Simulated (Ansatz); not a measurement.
KI, DFT, PBE, all-electron LAPW, Dirac equation with spin-orbit coupling (Ansatz 0.2.0), run on 1 thread of Arm Neoverse V2 on a shared host.

The cell is COD entry 9009735, as deposited and not checked against the literature; nothing was relaxed.

Command: `ansatz run input.yaml --threads 1 --pin off --max-ram 2048MiB --backend cpu --events-out ev --progress --plain --runs-dir out`

```yaml
crystal:
  lattice:
    - [0.0, 3.52455, 3.52455]
    - [3.52455, 0.0, 3.52455]
    - [3.52455, 3.52455, 0.0]
  atoms:
    - { symbol: K, position: [0.0, 0.0, 0.0] }
    - { symbol: I, position: [0.5, 0.5, 0.5] }
kpoints:
  mp_grid: { grid: [8, 8, 8] }
  band_path:
    path:
      - [0.0, 0.0, 0.0]
      - [0.5, 0.0, 0.5]
      - [0.625, 0.25, 0.625]
      - [0.375, 0.375, 0.75]
      - [0.0, 0.0, 0.0]
      - [0.5, 0.5, 0.5]
      - [0.5, 0.25, 0.75]
      - [0.5, 0.0, 0.5]
    npoints: 5
scf:
  occupations: { method: fermi_dirac, width: 0.01 }
hamiltonian:
  xc: pbe
  pseudopotentials: { kind: all_electron, lapw: { basis_error: 0.001 } }
output:
  forces: true
  stress: true
  eigenvalues: true
magnetization:
  noncollinear: true
  spin_orbit: true
```

Task: How large is the problem that the program sets up?

Result: 29 irreducible k-points, 259 plane waves at Γ, 42 bands.

Task: Estimate the wall time and the peak memory.

Result: 46 s of wall time for 7 SCF iterations, with a peak of 0.38 GiB. Times on shared machines scatter by tens of per cent.

Task: And the same cell and mesh by PAW (frozen-core files), asked for forces, stress, eigenvalues, efg, write_density, write_potential, elf, noncollinear, spin_orbit and the same band path, on the same hardware?

Result: 31 s, peak memory 0.63 GiB.
